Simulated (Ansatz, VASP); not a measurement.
# HfN in VASP and in Ansatz

Contents of INCAR:

```
  ALGO = Normal
  EDIFF = 1E-6
  ENCUT = 520
  GGA = PS
  ISIF = 2
  ISMEAR = 0
  LASPH = T
  LCHARG = F
  LREAL = F
  LWAVE = F
  NBANDS = 14
  NELM = 60
  PREC = Accurate
  SIGMA = 0.15
```

KPOINTS

```
k-points
0
Gamma
  16 16 16
```

File POSCAR:

```
HfN
1.0
    0.0000000000      2.2584362400      2.6512077600
    2.2584362400      0.0000000000      2.6512077600
    2.2584362400      2.2584362400      0.0000000000
Hf N
1 1
Direct
    0.0000000000      0.0000000000      0.0000000000
    0.7500000000      0.7500000000      0.7500000000
```

Input for Ansatz:

```yaml
crystal:
  lattice:
    - [0.0, 2.25843624, 2.65120776]
    - [2.25843624, 0.0, 2.65120776]
    - [2.25843624, 2.25843624, 0.0]
  atoms:
    - { symbol: Hf, position: [0.0, 0.0, 0.0] }
    - { symbol: "N", position: [0.75, 0.75, 0.75] }
basis:
  ecutwfc: 420
kpoints:
  mp_grid: { grid: [16, 16, 16] }
hamiltonian:
  xc: pbesol
scf:
  occupations: { method: gaussian, width: 0.15 }
output:
  forces: true
  stress: true
  eigenvalues: true
```

Change from the starting cell: strain -0.080 along x and y, +0.080 along z, atoms carried along.

Alike in both runs: task single point; functional PBEsol; k mesh 16 × 16 × 16; occupations gaussian, width 0.15 eV; no spin polarisation.

|  | VASP | Ansatz |
| --- | --- | --- |
| version | VASP 6.6.1 | Ansatz 0.2.0 |
| potentials or method | VASP PAW PBE potentials, release 64 (Hf_pv, N) | scalar-relativistic, plane waves, PAW |
| plane-wave cutoff (eV) | 520 | 420 |
| valence electrons in the cell | 15 | 31 |

```tsv
	VASP	Ansatz	Ansatz less VASP
gap on the k mesh at the Fermi level (eV)	none	none	-
pressure (GPa)	12.2	12.9	+0.73
largest component of the traceless stress (GPa)	17.04	16.97	-0.072
```

A gap of «none» marks a metal or a gap that the smearing closes. The functional is the same, so the differences come from potentials, cutoffs and numerics. The two sets of potentials don't hold the same shells in valence.

Caveats: the PAW data sets were made with another functional, which shifts forces and pressure a little (VASP). Spin-orbit coupling is left out, which matters for the levels of Hf.
